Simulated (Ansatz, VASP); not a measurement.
**Ca in VASP and in Ansatz**

Contents of INCAR:

```
SYSTEM = Ca
  ALGO = Normal
  EDIFF = 1E-6
  ENCUT = 520
  GGA = CA
  ISIF = 2
  ISMEAR = 0
  LASPH = .TRUE.
  LCHARG = .TRUE.
  LELF = .TRUE.
  LREAL = .FALSE.
  LVHAR = .TRUE.
  LWAVE = .FALSE.
  NBANDS = 11
  NELM = 100
  PREC = Accurate
  SIGMA = 0.02
```

KPOINTS

```
k-points
0
G
  8 8 8
  0 0 0
```

The input POSCAR:

```
Ca
1.0
   -2.2400000000      2.2400000000      2.2400000000
    2.2400000000     -2.2400000000      2.2400000000
    2.2400000000      2.2400000000     -2.2400000000
Ca
1
Direct
    0.0000000000      0.0000000000      0.0000000000
```

Contents of input.yaml:

```yaml
crystal:
  lattice:
    - [-2.24, 2.24, 2.24]
    - [2.24, -2.24, 2.24]
    - [2.24, 2.24, -2.24]
  atoms:
    - { symbol: Ca, position: [0.0, 0.0, 0.0] }
kpoints:
  mp_grid: { grid: [8, 8, 8] }
scf:
  occupations: { method: gaussian, width: 0.02 }
hamiltonian:
  xc: lda
  pseudopotentials: { kind: all_electron, lapw: { basis_error: 0.001 } }
output:
  forces: true
  stress: true
  eigenvalues: true
```

This isn't the form of Ca at room conditions, which is fcc.

Alike in both runs: task single point; functional LDA; k mesh 8 × 8 × 8; occupations gaussian, width 0.02 eV; no spin polarisation.

|  | VASP | Ansatz |
| --- | --- | --- |
| version | VASP 6.6.1 | Ansatz 0.2.0 |
| potentials or method | VASP PAW LDA potentials, release 64 (Ca_sv) | all-electron LAPW, scalar-relativistic |
| plane-wave cutoff (eV) | 520 | see its input |

```csv
,VASP,Ansatz,Ansatz less VASP
gap on the k mesh at the Fermi level (eV),none,none,-
pressure (GPa),-2.5,-2.4,+0.02
```

A gap of «none» marks a metal or a gap that the smearing closes. Ansatz ran all-electron here, so the differences hold the error of VASP's frozen core and of both bases.
